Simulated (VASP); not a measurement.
# The (1 1 0) face of InPd: relaxation and electronic structure

Aim: model the (1 1 0) face of InPd by a slab and find how far its highest filled level lies below the vacuum. The start is a computed cell from the Materials Project.

Main program and level: VASP 6.6.1; PBE; plane waves and PAW (In, Pd).

Report form: the programs' logs are mostly left out.

### 1. Set-up

It takes space group Pm-3m (No. 221, cubic). The conventional cell has a = 3.272 Å, b = 3.272 Å, c = 3.272 Å, α = 90.00°, β = 90.00°, γ = 90.00°. Nearest to In lie 8 Pd at 2.83 Å. Nearest to Pd lie 8 In at 2.83 Å. Farther neighbours are not listed.

As a file:

```
In Pd
1.0
     3.27188    0.00000    0.00000
     0.00000    3.27188    0.00000
     0.00000    0.00000    3.27188
In Pd
1 1
Direct
  0.00000 0.00000 0.00000
  0.50000 0.50000 0.50000
```

### 2. The bulk reference

The surface energy counts from the bulk crystal, run with the slab's cutoff and functional on a dense mesh.

INCAR reads:

```
SYSTEM = InPd
PREC = Normal
ENCUT = 300
EDIFF = 1E-05
NELM = 120
ISMEAR = 0
SIGMA = 0.1
LREAL = .FALSE.
ALGO = Fast
GGA = PE
NBANDS = 12
LASPH = .TRUE.
LORBIT = 11
LWAVE = .FALSE.
LCHARG = .FALSE.
KPAR = 2
```

POSCAR reads:

```
InPd
1.0
    3.2718847800      0.0000000000      0.0000000000
    0.0000000000      3.2718847800      0.0000000000
    0.0000000000      0.0000000000      3.2718847800
In Pd
1 1
Direct
    0.0000000000      0.0000000000      0.0000000000
    0.5000000000      0.5000000000      0.5000000000
```

KPOINTS reads:

```
Automatic mesh
0
Gamma
13 13 13
0 0 0
```

PAW data sets: In and Pd (PBE family, release 64).

On the command line:

```
mpirun -np 2 vasp_std
```

It took 2 s on 2 MPI ranks of Intel Xeon 6975P-C (Granite Rapids), shared host; peak memory 0.22 GiB.

This run has no spin polarisation. Its electron count is odd, so without a moment it is a metal by construction. The data set In keeps the semicore shell frozen, which is cheaper and a little less accurate.

This step gave:

- electronic cycles: 11
- electrons: 13
- free energy (TOTEN): -8.790 eV
- energy at zero smearing: -8.788 eV
- Fermi energy: 8.729 eV
- labelled metallic, from the levels on this mesh: yes

Energy at zero smearing: -8.78799 eV.

### 3. Surface relaxation

System of this step: InPd. The cell holds 10 atoms: 5 In and 5 Pd. Its edges and angles: a = 3.272 Å, b = 4.627 Å, c = 24.254 Å, α = 90.0°, β = 90.0°, γ = 90.0°. It derives from InPd. The (1 1 0) slab of InPd, cut from the database cell. Vacuum lies along c.

The free atoms relax, while those held by selective dynamics keep their cut positions.

INCAR: that of step 2 with these lines changed.

```diff
@@ -10,3 +10,3 @@
 GGA = PE
-NBANDS = 12
+NBANDS = 42
 LASPH = .TRUE.
@@ -16 +16,10 @@
 KPAR = 2
+IBRION = 2
+NSW = 40
+ISIF = 2
+EDIFFG = -0.03
+POTIM = 0.4
+MAXMIX = 40
+IDIPOL = 3
+LDIPOL = .TRUE.
+DIPOL = 0.5 0.5 0.5
```

POSCAR reads:

```
InPd
1.0
    3.2718847800      0.0000000000      0.0000000000
    0.0000000000      4.6271438304      0.0000000000
    0.0000000000      0.0000000000     24.2542876608
In Pd
5 5
Selective dynamics
Direct
    0.0000000000      0.5000000000      0.3092236800  F F F
    0.0000000000      0.0000000000      0.4046118400  F F F
    0.0000000000      0.5000000000      0.5000000000  T T T
    0.0000000000      0.0000000000      0.5953881600  T T T
    0.0000000000      0.5000000000      0.6907763200  T T T
    0.5000000000      0.0000000000      0.3092236800  F F F
    0.5000000000      0.5000000000      0.4046118400  F F F
    0.5000000000      0.0000000000      0.5000000000  T T T
    0.5000000000      0.5000000000      0.5953881600  T T T
    0.5000000000      0.0000000000      0.6907763200  T T T
```

KPOINTS reads:

```
Automatic mesh
0
Gamma
8 6 1
0 0 0
```

On the command line:

```
mpirun -np 2 vasp_std
```

Run time: 3.2 min. Hardware: 2 MPI ranks; peak memory 0.5 GiB; 6.3 min of CPU time.

The run keeps the 4 symmetry operations of its start, so it cannot find a distortion of lower symmetry.

Step by step:

```
step  energy less that of the first step (eV)  largest force (eV/Å)
   1                                   0.0000                0.7933
   2                                  -0.0387                0.6445
   3                                  -0.1000                0.2836
   4                                  -0.1029                0.2084
   5                                  -0.1104                0.1507
   6                                  -0.1141                0.0965
   7                                  -0.1147                0.1501
   8                                  -0.1168                0.1025
   9                                  -0.1189                0.1336
  10                                  -0.1210                0.0931
  11                                  -0.1243                0.0770
  12                                  -0.1245                0.0836
  13                                  -0.1264                0.0370
  14                                  -0.1266                0.0232
```

The atoms that moved most (Å):

```
atom     dx     dy      dz  length
 In5  0.000  0.000   0.318   0.318
 In4  0.000  0.000   0.137   0.137
 Pd8  0.000  0.000   0.077   0.077
Pd10  0.000  0.000   0.040   0.040
 Pd9  0.000  0.000  -0.026   0.026
 In3  0.000  0.000   0.015   0.015
```

The relaxed structure:

```xyz
10
Lattice="3.2719 0.0000 0.0000 0.0000 4.6271 0.0000 0.0000 0.0000 24.2543" Properties=species:S:1:pos:R:3
In    0.0000    2.3136    7.5000
In    0.0000    0.0000    9.8136
In    0.0000    2.3136   12.1421
In    0.0000    0.0000   14.5779
In    0.0000    2.3136   17.0720
Pd    1.6359    0.0000    7.5000
Pd    1.6359    2.3136    9.8136
Pd    1.6359    0.0000   12.2045
Pd    1.6359    2.3136   14.4147
Pd    1.6359    0.0000   16.7946
```

This step gave:

```
electronic cycles       : 129
electrons               : 65
free energy (TOTEN)     : -42.58 eV
energy at zero smearing : -42.57 eV
Fermi energy            : 1.713 eV
dipole moment           : 0, 0, -0.02116 e·Å
```

The run ended after 14 ionic steps, 0.127 eV below its first step, once the forces on the free atoms met EDIFFG = -0.03.

Only the dipole across the slab is computed (IDIPOL = 3); zeros along the plane are no results.

VASP counts the dipole in electrons times Å, so a positive number points the physical dipole along −c.

### 4. Potential and states of the slab

A static run writes the electrostatic potential without exchange and correlation (LVHAR), which is flat in the vacuum and gives the level to count from. The dipole correction cancels the field that unlike faces would set up across the vacuum.

INCAR reads:

```
SYSTEM = InPd
PREC = Normal
ENCUT = 300
EDIFF = 1E-06
NELM = 120
ISMEAR = 0
SIGMA = 0.1
LREAL = .FALSE.
ALGO = Fast
GGA = PE
NBANDS = 56
LASPH = .TRUE.
LORBIT = 11
LWAVE = .TRUE.
LCHARG = .TRUE.
IDIPOL = 3
LDIPOL = .TRUE.
DIPOL = 0.5 0.5 0.502
LVHAR = .TRUE.
LVACPOTAV = .TRUE.
LELF = .TRUE.
NEDOS = 1500
```

POSCAR reads:

```
InPd
1.0
    3.2718847800      0.0000000000      0.0000000000
    0.0000000000      4.6271438304      0.0000000000
    0.0000000000      0.0000000000     24.2542876608
In Pd
5 5
Direct
    0.0000000000      0.5000000000      0.3092236800
    0.0000000000      0.0000000000      0.4046118400
    0.0000000000      0.5000000000      0.5006165969
    0.0000000000      0.0000000000      0.6010452356
    0.0000000000      0.5000000000      0.7038749210
    0.5000000000      0.0000000000      0.3092236800
    0.5000000000      0.5000000000      0.4046118400
    0.5000000000      0.0000000000      0.5031878040
    0.5000000000      0.5000000000      0.5943151881
    0.5000000000      0.0000000000      0.6924381963
```

KPOINTS is that of step 3.

On the command line:

```
mpirun -np 2 vasp_std
```

Wall time 48 s (2 MPI ranks); peak memory 0.39 GiB; 95 s of CPU time.

Numbers from this step:

```yaml
electronic_cycles: 27
dos_at_the_fermi_level: 4.692 states/eV/cell
dipole_moment: 0, 0, -0.02159 e·Å
vacuum_levels: 6.137, 6.395 eV
work_functions_of_the_upper_and_lower_face: 4.424, 4.682 eV
```

The density of states has structure finer than the step of the table below, so its rows give means over 0.5 eV, whole bins alone (the curve runs from -10.6 to 7.96 eV). Peaks (eV: height): total -3.65: 17.4, -2.72: 27.7, 4.59: 8.79, 6.38: 9.10; In s -7.66: 1.53, -6.73: 1.79, -6.37: 2.78, -6.01: 3.98; In p -4.08: 2.79, 4.59: 2.45, 5.45: 2.16, 6.38: 2.16; In d 5.67: 1.00, 6.60: 1.11, 7.39: 1.22, 7.74: 1.09; Pd s 2.37: 0.710, 3.09: 0.735, 3.66: 0.765, 4.52: 0.709.

Means over bins of 0.072 eV. Density of states against energy, zero at the Fermi level; means over each step; values in states/eV/cell:

```
energy (eV)    total     In s    In p     In d     Pd s     Pd p     Pd d
      -10.0  0.00501  0.00324  7.0e-5        0  0.00116   3.2e-5        0
       -9.5    0.448    0.285  0.0123   6.2e-6   0.0991  0.00635   5.0e-4
       -9.0    0.463    0.286  0.0220   2.5e-4   0.0959   0.0115  0.00156
       -8.5     1.51    0.902   0.104  0.00242    0.285   0.0553   0.0148
       -8.0    0.959    0.551  0.0874  0.00317    0.152   0.0504   0.0239
       -7.5     2.04     1.16   0.196   0.0103    0.285    0.119   0.0784
       -7.0     2.36     1.33   0.225   0.0181    0.228    0.168    0.190
       -6.5     3.29     1.81   0.269   0.0367    0.192    0.217    0.513
       -6.0     4.81     2.51   0.316   0.0649    0.103    0.250     1.24
       -5.5     2.97     1.09   0.409   0.0300    0.113   0.0897     1.04
       -5.0     2.20    0.416   0.499   0.0201    0.154   0.0507    0.888
       -4.5     3.51    0.176   0.974   0.0520    0.297    0.111     1.64
       -4.0     11.0    0.178    2.28    0.200    0.496    0.256     6.80
       -3.5     15.4    0.135    1.64    0.277    0.205    0.267     11.7
       -3.0     21.8    0.185    1.58    0.294    0.175    0.282     17.9
       -2.5     25.8    0.195    1.02    0.471    0.172    0.301     22.4
       -2.0     15.3    0.152   0.587    0.255    0.125    0.280     13.1
       -1.5     3.87    0.156   0.391   0.0667   0.0887    0.183     2.67
       -1.0     5.27    0.147   0.824   0.0952    0.415    0.261     3.01
       -0.5     5.37    0.288    1.17    0.140    0.351    0.435     2.41
        0.0     4.17    0.376   0.990    0.132    0.277    0.369     1.58
        0.5     3.44    0.372   0.879    0.154    0.196    0.357     1.02
        1.0     3.00    0.328   0.838    0.130    0.172    0.336    0.809
        1.5     3.27    0.444   0.959    0.177    0.201    0.348    0.682
        2.0     3.51    0.691   0.836    0.188    0.221    0.298    0.848
        2.5     4.02    0.690   0.941    0.267    0.434    0.299    0.786
        3.0     4.26    0.511    1.09    0.365    0.475    0.397    0.689
        3.5     5.11    0.512    1.38    0.464    0.545    0.496    0.696
        4.0     4.41    0.326    1.19    0.506    0.489    0.448    0.546
        4.5     7.08    0.338    1.80    0.803    0.557    0.766    0.741
        5.0     4.06    0.149   0.917    0.401    0.254    0.388    0.366
        5.5     6.73    0.215    1.89    0.788    0.381    0.694    0.664
        6.0     5.62    0.136    1.21    0.642    0.384    0.473    0.411
        6.5     7.78    0.237    1.70    0.962    0.439    0.715    0.615
        7.0     6.91    0.176    1.61    0.934    0.330    0.592    0.553
        7.5     6.87   0.0760    1.50     1.01    0.334    0.614    0.512
```

The planar average of the electrostatic potential oscillates, so the rows of the table below give means over windows of 2.36 Å about each position, cut where the curve ends. Its maxima inside the range that stand out by 2 % of the span (Å: eV): 8.6: -0.702, 11.0: -0.627, 13.4: -0.408, 15.7: 0.120. Its minima: 7.5: -15.6, 9.8: -16.0, 12.1: -15.9, 14.5: -15.7, 16.8: -15.2.

Zero at the Fermi level. Table of planar average of the electrostatic potential by height; means over each step:

```
height (Å)  planar average of the electrostatic potential (eV)
      1.18                                                4.68
      3.54                                                4.68
      5.90                                                1.49
      8.26                                               -8.48
     10.62                                               -8.43
     12.98                                               -8.70
     15.34                                               -7.79
     17.70                                               -5.10
     20.06                                                4.36
     22.42                                                4.43
```

Density of states in the PAW spheres, an atom over height of the layer and energy from the Fermi level.

Ten even steps from '0' (0.07 states/eV) to '9' (5.23 states/eV), each cell a mean:
```
00000000
00000000
00010000
00011010
00011010
00001010
41013050
52078090
44087090
23055060
13055030
13143110
01011000
00000000
00000000
00000000
00000001
00100000
00000000
00000000
00000000
00000000
```
Columns: height of the layer (Å) from 7.5 to 17.1 (not evenly spaced); rows upwards: energy from the Fermi level (eV) from -7.9 to 0.5.

Force by atom:

```
atom  x (eV/Å)  y (eV/Å)  z (eV/Å)   size
 In1     0.000     0.000    -0.767  0.767
 In2     0.000     0.000    -0.123  0.123
 In3     0.000     0.000     0.004  0.004
 In4     0.000     0.000     0.002  0.002
 In5     0.000     0.000    -0.025  0.025
 Pd6     0.000     0.000     0.395  0.395
 Pd7     0.000     0.000     0.493  0.493
 Pd8     0.000     0.000    -0.005  0.005
 Pd9     0.000     0.000     0.017  0.017
Pd10     0.000     0.000     0.009  0.009
```

Valence density in the ca plane at fractional y = 0.000, with atoms of In and Pd within 0.2 Å of it. It is the smooth field of the valence electrons, not physical close to the nuclei.

Values in e/Å³, 5 rows by 16 columns, each cell a mean:
```
0.0 0.0 0.0 0.0 0.0 0.0 0.1 0.3 0.2 0.1 0.1 0.2 0.3 0.2 0.1 0.1
0.0 0.0 0.0 0.0 0.0 0.0 0.3 2.3 0.8 0.2 0.2 0.7 2.3 0.4 0.2 0.2
0.0 0.0 0.0 0.0 0.0 0.0 0.5 4.4 1.4 0.2 0.1 1.2 4.4 0.6 0.1 0.2
0.0 0.0 0.0 0.0 0.0 0.0 0.2 1.4 0.5 0.2 0.2 0.5 1.4 0.3 0.1 0.2
0.0 0.0 0.0 0.0 0.0 0.0 0.1 0.2 0.2 0.1 0.1 0.2 0.2 0.2 0.0 0.1
```
Columns run along c (16.0 Å, from fractional 0.00 to 0.66 of the cell), rows up along a (3.3 Å). Atoms in or near the plane, at fractional coordinates: In at (0.40, 0.00), In at (0.60, 0.00), Pd at (0.31, 0.50), Pd at (0.50, 0.50).

ELF in the ca plane at fractional y = 0.000, with atoms of In and Pd within 0.2 Å of it. It is the smooth field of the valence electrons, not physical close to the nuclei.

Ten even steps from '0' (0.00) to '9' (0.69), each cell a mean:
```
00000000000002011222333579999974323347999997
00000000000001011223333468999853333335899986
00000000000001011232112445777543211234577754
00000000000001112231001434555433100133455444
00000000000001112231001444666433100133466544
00000000000001011233223457898753322335789875
00000000000001011222333479999964333346999997
00000000000001111223333589999974322347999998
```
Columns run along c (16.0 Å, from fractional 0.00 to 0.66 of the cell), rows up along a (3.3 Å). Atoms in or near the plane, at fractional coordinates: In at (0.40, 0.00), In at (0.60, 0.00), Pd at (0.31, 0.50), Pd at (0.50, 0.50).

Electrostatic potential energy in the ca plane at fractional y = 0.000, with atoms of In and Pd within 0.2 Å of it. With pseudopotentials it is smooth inside the atoms' cores, unlike the true potential.

Values in eV, 5 rows by 16 columns, each cell a mean:
```
  6   6   6   6   6   6   5   0  -1 -25 -24   0  -1  -4 -28 -18
  6   6   6   6   6   6  -1 -41 -13  -6  -6 -12 -42  -4  -8  -4
  6   6   6   6   6   6  -7 -56 -24   2   2 -23 -56  -9   2   1
  6   6   6   6   6   6   2 -27  -7 -13 -12  -7 -28  -3 -15  -8
  6   6   6   6   6   6   6   3   0 -28 -26   0   2  -5 -31 -21
```
Columns run along c (16.0 Å, from fractional 0.00 to 0.66 of the cell; values clipped at the 3rd and 97th percentile), rows up along a (3.3 Å). Atoms in or near the plane, at fractional coordinates: In at (0.40, 0.00), In at (0.60, 0.00), Pd at (0.31, 0.50), Pd at (0.50, 0.50).

The map of layer states is cut here 0.5 eV above the Fermi level, so it leaves out the states above that.

The vacuum level lies 4.42 eV above the Fermi level at the upper face; the two faces differ by 0.26 eV, the step that the slab's dipole of -0.022 e·Å makes.

VASP counts the dipole in electrons times Å, so a positive number points the physical dipole along −c.

The program found no field-free point at its default tolerance, but its printed level agrees with the flat part of the planar average.

On this mesh the fine structure of the density of states is sampling noise, and high empty states may be cut by the number of bands.

### 5. Tunnelling image, filled states within 0.5 eV

A partial density over this window, at constant height above the top atom, is the Tersoff-Hamann picture of a tunnelling image.

INCAR reads:

```
SYSTEM = InPd
PREC = Normal
ENCUT = 300
EDIFF = 1E-05
NELM = 120
ISMEAR = 0
SIGMA = 0.1
LREAL = .FALSE.
ALGO = Fast
GGA = PE
NBANDS = 56
LASPH = .TRUE.
LWAVE = .FALSE.
LCHARG = .FALSE.
ISTART = 1
LPARD = .TRUE.
NBMOD = -3
EINT = -0.5 0
LSEPB = .FALSE.
LSEPK = .FALSE.
```

POSCAR is that of step 4.

KPOINTS is that of step 4.

The WAVECAR or CHGCAR of an earlier step is read.

On the command line:

```
mpirun -np 2 vasp_std
```

The job ended after 1.4 s (2 MPI ranks; 1.7 s of CPU time).

Local density of states in the window along a and b. Constant height, 2.5 Å above the top atom.

Values in units of 1e-4 e/Å³, 12 rows by 16 columns, each cell a mean:
```
3.3 3.4 3.4 3.4 3.5 3.6 3.6 3.6 3.7 3.6 3.6 3.5 3.5 3.4 3.4 3.3
3.7 3.7 3.7 3.7 3.7 3.7 3.7 3.7 3.7 3.7 3.7 3.7 3.7 3.7 3.7 3.7
4.4 4.4 4.3 4.2 4.1 3.9 3.9 3.8 3.8 3.8 3.9 4.0 4.1 4.2 4.3 4.4
5.5 5.4 5.2 5.0 4.7 4.4 4.2 4.1 4.0 4.1 4.3 4.5 4.8 5.1 5.3 5.4
6.5 6.4 6.1 5.7 5.3 4.9 4.6 4.4 4.4 4.5 4.7 5.1 5.5 5.9 6.2 6.5
7.1 7.0 6.7 6.2 5.7 5.2 4.9 4.7 4.6 4.7 5.0 5.4 5.9 6.4 6.8 7.1
7.0 6.9 6.6 6.1 5.6 5.2 4.8 4.6 4.6 4.7 5.0 5.4 5.9 6.3 6.7 7.0
6.2 6.1 5.9 5.5 5.1 4.8 4.5 4.3 4.3 4.4 4.6 4.9 5.3 5.7 6.0 6.2
5.1 5.1 4.9 4.7 4.5 4.3 4.1 4.0 4.0 4.0 4.2 4.3 4.6 4.8 5.0 5.1
4.2 4.1 4.1 4.0 3.9 3.8 3.8 3.7 3.7 3.8 3.8 3.9 4.0 4.0 4.1 4.2
3.6 3.6 3.6 3.6 3.6 3.6 3.6 3.7 3.7 3.7 3.6 3.6 3.6 3.6 3.6 3.6
3.3 3.3 3.4 3.4 3.5 3.5 3.6 3.6 3.7 3.6 3.6 3.5 3.5 3.4 3.3 3.3
```
Columns: along a (fractional) from 0 to 0.964; rows upwards: along b (fractional) from 0 to 0.975.

Partial charge density in the ca plane at fractional y = 0.000, with atoms of In and Pd within 0.2 Å of it. It is the smooth field of the valence electrons, not physical close to the nuclei.

Values in Å⁻³, 5 rows by 16 columns, each cell a mean:
```
0.00 0.00 0.00 0.00 0.00 0.00 0.01 0.02 0.01 0.00 0.01 0.01 0.01 0.01 0.00 0.01
0.00 0.00 0.00 0.00 0.00 0.00 0.01 0.09 0.02 0.01 0.01 0.02 0.08 0.01 0.01 0.01
0.00 0.00 0.00 0.00 0.00 0.00 0.02 0.12 0.03 0.01 0.01 0.03 0.11 0.01 0.01 0.01
0.00 0.00 0.00 0.00 0.00 0.00 0.01 0.07 0.02 0.01 0.01 0.02 0.06 0.01 0.01 0.01
0.00 0.00 0.00 0.00 0.00 0.00 0.01 0.01 0.01 0.00 0.00 0.01 0.01 0.01 0.00 0.00
```
Columns run along c (16.0 Å, from fractional 0.00 to 0.66 of the cell), rows up along a (3.3 Å). Atoms in or near the plane, at fractional coordinates: In at (0.40, 0.00), In at (0.60, 0.00), Pd at (0.31, 0.50), Pd at (0.50, 0.50).

Shared out to the nearest atoms, the partial charge density (by size) has 66 % on Pd; its largest share on one atom is 16 % (Pd6), and it takes 7 of the 10 atoms to pass 80 %.

Between its 5th and 95th percentile the partial density varies by a factor of 2.0, which sets the contrast of the image.

(Part 1 of 2 ends here.)

[Lines on the potential files, build, host, timing and source positions are cut from VASP's logs without a mark.]

[Logs are printed without paths, hosts, clocks, repeated set-up lines and the standing remarks that a program may print on its own settings, such as how far it seeks lower states.]

[Hosts, paths, dates, database ids (printed as entryN), source tags and the programs' standing remarks are cut or masked in the printed files.]

[In band tables of VASP the shares of atoms and orbitals are scaled to a sum of 1 inside the atoms' spheres.]

[Runs that stopped without an error message from VASP are left out.]
